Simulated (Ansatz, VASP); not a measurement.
# Two plane-wave programs on CdS

Contents of POSCAR:

```
CdS
1.0
    4.1646012805      0.0000000000      0.0000000000
   -2.0823006403      3.6066505056      0.0000000000
    0.0000000000      0.0000000000      6.7998405368
Cd S
2 2
Direct
    0.3333333333      0.6666666667     -0.0004056599
    0.6666666667      0.3333333333      0.4995943401
    0.3333333333      0.6666666667      0.3754056599
    0.6666666667      0.3333333333      0.8754056599
```

INCAR.step1

```
SYSTEM = CdS
PREC = Accurate
ENCUT = 520
ISMEAR = 0
SIGMA = 0.01
LREAL = .False.
LASPH = .True.
NELM = 100
NBANDS = 26
GGA = PE
ALGO = Normal
EDIFF = 1E-4
LWAVE = .True.
LCHARG = .False.
```

INCAR.step2

```
SYSTEM = CdS
PREC = Accurate
ENCUT = 520
EDIFF = 1E-6
ISMEAR = 0
SIGMA = 0.01
LREAL = .False.
LASPH = .True.
NELM = 100
ALGO = Normal
ISIF = 2
LWAVE = .False.
LCHARG = .False.
METAGGA = R2SCAN
LMIXTAU = .True.
NBANDS = 26
ISTART = 1
```

KPOINTS

```
regular mesh
0
Gamma
  12 12 4
  0 0 0
```

Input for Ansatz:

```yaml
crystal:
  lattice:
    - [4.1646012805, 0.0, 0.0]
    - [-2.0823006403, 3.6066505056, 0.0]
    - [0.0, 0.0, 6.7998405368]
  atoms:
    - { symbol: Cd, position: [0.3333333333, 0.6666666667, -0.0004056599] }
    - { symbol: Cd, position: [0.6666666667, 0.3333333333, 0.4995943401] }
    - { symbol: S, position: [0.3333333333, 0.6666666667, 0.3754056599] }
    - { symbol: S, position: [0.6666666667, 0.3333333333, 0.8754056599] }
kpoints:
  mp_grid: { grid: [12, 12, 4] }
  band_path:
    path:
      - [0.0, 0.0, 0.0]
      - [0.5, 0.0, 0.0]
      - [0.3333333333, 0.3333333333, 0.0]
      - [0.0, 0.0, 0.5]
      - [0.5, 0.0, 0.5]
      - [0.3333333333, 0.3333333333, 0.5]
    npoints: 1
hamiltonian:
  xc: r2scan
scf:
  occupations: { method: fixed }
  n_extra_bands: 5
output:
  forces: true
  stress: true
  eigenvalues: true
```

Change from the starting cell: uniaxial_z strain +0.5%.

Alike in both runs: task single point; functional r2SCAN; k mesh 12 × 12 × 4; no spin polarisation.

```csv
,VASP,Ansatz
version,VASP 6.6.1,Ansatz 0.2.0
potentials or method,"VASP PAW PBE potentials, release 64 (Cd, S)","plane waves, PAW"
plane-wave cutoff (eV),520,500
occupations,"gaussian, width 0.01 eV",fixed
valence electrons in the cell,36,52
```

VASP gave:

```
gap on the k mesh at the Fermi level (eV)       : 1.60
pressure (GPa)                                  : 0.0
largest component of the traceless stress (GPa) : 0.15
```

Question: Estimate Ansatz's values.

Answer: gap on the k mesh at the Fermi level (eV): 1.61; pressure (GPa): -0.3; largest component of the traceless stress (GPa): 0.15.

The two sets of potentials don't hold the same shells in valence.

Caveats: the PAW data sets were made with another functional, which shifts forces and pressure a little (VASP). A k mesh can miss the band edges.
